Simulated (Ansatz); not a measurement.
Here is an Ansatz 0.2.0 calculation.

input.yaml

```yaml
crystal:
  lattice:
    - [-1.655654, 1.655654, 1.655654]
    - [1.655654, -1.655654, 1.655654]
    - [1.655654, 1.655654, -1.655654]
  atoms:
    - { symbol: Ag, position: [0.0, 0.0, 0.0] }
hamiltonian:
  xc: pbe
  pseudopotentials: { kind: paw }
kpoints:
  mp_grid: { grid: [11, 11, 11] }
scf:
  occupations: { method: gaussian, width: 0.024 }
output:
  forces: true
  stress: true
  eigenvalues: true
```

Potentials or basis: Ansatz PAW.

Run with:

```sh
$ ansatz run input.yaml --threads 2 --pin off --max-ram 5632MiB --backend cpu --events-out ev --progress --plain --runs-dir out
```

(1) Predict the pressure.

(2) What does it give for the band gap on the k mesh?

## Answers

(1) -0.8 GPa.

(2) none (metal or under the smearing width).
